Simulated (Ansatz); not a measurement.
# CO2: a line through an energy map

One line of a two-coordinate grid on CO₂ (Pa-3, No. 205; 12 atoms in the cell): volume per atom is varied, at c/a of the conventional cell = 1.101.

Computed with Ansatz 0.2.0 (DFT PBE, scalar-relativistic, plane waves, PAW, unless a step's input says otherwise).

72 further runs of the same task are left out: 72 set aside as unsound or not needed.

### Step 1. Starting point

Symmetry: Pa-3, No. 205, cubic system. Conventional cell: a = 6.058 Å, b = 6.058 Å, c = 6.058 Å, α = 90.00°, β = 90.00°, γ = 90.00°. Around C (site symmetry -3) lie 2 O at 1.17 Å. O (site symmetry 3) is surrounded by 1 C at 1.17 Å.

Structure file:

```cif
data_structure
_symmetry_space_group_name_H-M 'Pa-3'
_symmetry_Int_Tables_number 205
_cell_length_a 6.0577
_cell_length_b 6.0577
_cell_length_c 6.0577
_cell_angle_alpha 90.000
_cell_angle_beta 90.000
_cell_angle_gamma 90.000
_cell_volume 222.30
loop_
_atom_site_label
_atom_site_type_symbol
_atom_site_symmetry_multiplicity
_atom_site_Wyckoff_symbol
_atom_site_fract_x
_atom_site_fract_y
_atom_site_fract_z
_atom_site_occupancy
C1 C 4 a 0.00000 0.00000 0.00000 1
O1 O 8 c 0.11148 0.11148 0.11148 1
```

It is the result of an earlier relaxation at this level (volume 18.52 Å³/atom; gap on the mesh: 6.64 eV).

### Step 2. The scan

The energy is mapped over volume and the cell's shape.

First coordinate, volume per atom: 11 values from 15.56 to 21.49 Å³. Second coordinate, c/a of the conventional cell: 11 values from 0.886 to 1.128.

Nothing else is relaxed (fractional coordinates fixed). Energies count from the relaxed crystal. Points are written as (first, second).

### Step 3. Grid point (15.56 Å³, 1.101)

input.yaml

```yaml
crystal:
  lattice:
    - [5.5348310654, 0.0, 0.0]
    - [0.0, 5.5348310654, 0.0]
    - [0.0, 0.0, 6.0955094524]
  atoms:
    - { symbol: C, position: [0.0, 0.0, 0.0] }
    - { symbol: C, position: [0.5, 0.0, 0.5] }
    - { symbol: C, position: [0.5, 0.5, 0.0] }
    - { symbol: C, position: [0.0, 0.5, 0.5] }
    - { symbol: O, position: [0.1114834447, 0.1114834447, 0.1114834447] }
    - { symbol: O, position: [0.3885165553, 0.8885165553, 0.6114834447] }
    - { symbol: O, position: [0.6114834447, 0.3885165553, 0.8885165553] }
    - { symbol: O, position: [0.8885165553, 0.6114834447, 0.3885165553] }
    - { symbol: O, position: [0.8885165553, 0.8885165553, 0.8885165553] }
    - { symbol: O, position: [0.6114834447, 0.1114834447, 0.3885165553] }
    - { symbol: O, position: [0.3885165553, 0.6114834447, 0.1114834447] }
    - { symbol: O, position: [0.1114834447, 0.3885165553, 0.6114834447] }
basis:
  ecutwfc: 520.0
kpoints:
  mp_grid: { grid: [4, 4, 4] }
hamiltonian:
  xc: pbe
scf:
  occupations: { method: gaussian, width: 0.05 }
output:
  forces: true
  stress: true
  eigenvalues: true
```

Started as:

```bash
> ansatz run input.yaml --threads 2 --pin off --max-ram 4096MiB --backend cpu --events-out ev --progress --plain --runs-dir out
```

The session goes on with these runs: the other points of the line.

Before running it: what results should come out? Wanted: for each run, volume per atom; energy; slope; pressure; largest force on an atom.

As calculated:

```
volume per atom (Å³)  step  energy (meV/atom)  slope (meV/atom per Å³)  pressure (GPa)  band gap on the k-mesh (eV)  largest force on an atom (eV/Å)
               15.56     3                165                     −131            20.9                         7.14                              8.0
               16.15     –                 98                      −95            15.2                         7.01                              6.0
               16.75     –                 51                      −64            10.3                         6.88                              4.2
               17.34     4                 21                      −38             6.1                         6.77                              2.5
               17.93     5                5.0                      −16             2.6                         6.66                              1.1
               18.52     6                1.4                        3            −0.5                         6.55                              0.3
               19.12     7                  8                       20            −3.2                         6.46                              1.4
               19.71     8                 24                       34            −5.5                         6.37                              2.5
               20.30     9                 48                       46            −7.4                         6.28                              3.5
               20.90    10                 79                       57            −9.1                         6.19                              4.3
               21.49    11                115                       66           −10.5                         6.11                              5.1
```

Energies count from the relaxed crystal. Rows without a step come from runs not printed here or follow by symmetry. Slopes come from the forces (and the stress, where the cell changes), not from differences of energies.

In words: The lowest point of the line is at 18.52 Å³, 1.4 meV/atom from the zero. Energies and slopes round the minimum, fitted together, put the minimum at 18.418 Å³, with a curvature of about 31 meV/atom per (Å³)². V·d²E/dV² there is about 91 GPa, a bulk modulus under this line's constraint. The highest point computed, at 15.56 Å³, lies 163 meV/atom above the lowest. This is one cut through a surface in two coordinates; the map's lowest point lies off it.

These are semilocal Kohn-Sham gaps, which aren't the measured quantity. Such gaps usually fall short of the measured ones.
